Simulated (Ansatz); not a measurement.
**HfS2: axial (c/a) deformation path**

Computed with Ansatz 0.2.0, DFT PBEsol, scalar-relativistic, plane waves, PAW. The runs took a 420 eV cutoff, a Γ-centred 9×9×6 mesh and Gaussian smearing (0.05 eV). Spin–orbit coupling is left out, which matters for the heavy elements here. No spin polarisation. Energies are free energies at this smearing, counted from the undisturbed cell; pressure is positive in compression.

Zero of the scan (as given, not relaxed at this level; it stands at -1.5 GPa):

```
CELL_PARAMETERS angstrom
3.63966 0.00000 0.00000
-1.81983 3.15204 0.00000
0.00000 0.00000 6.05556
ATOMIC_POSITIONS crystal
Hf 0.00000 0.00000 0.00000
S 0.66667 0.33333 0.76395
S 0.33333 0.66667 0.23605
```

The cell holds layers and no dispersion correction was added, so their binding is poorly described.

At fixed volume and fractional coordinates, lengths along (0.000, 0.000, 1.000) are scaled against those across it; ρ is that ratio over its starting value.

```csv
ρ,ΔE (meV/atom),pressure (GPa),gap on the mesh (eV)
0.800,168.3,?,?
0.850,99.9,-3.7,1.05
0.920,34.3,-2.5,1.16
0.960,11.8,-2.0,1.13
1.000,0.0,-1.5,1.12
1.050,0.0,-1.0,0.88
1.100,16.2,-0.6,0.60
1.200,97.4,-0.2,0.03
1.300,?,?,0.00
```

Where the gap reads zero the k-mesh, chosen for the insulator, is on the coarse side.

Q: Give the withheld values.

A: pressure (GPa) at ρ = 0.800: -4.8; gap on the mesh (eV) at ρ = 0.800: 0.93; ΔE (meV/atom) at ρ = 1.300: 232.0; pressure (GPa) at ρ = 1.300: -0.5.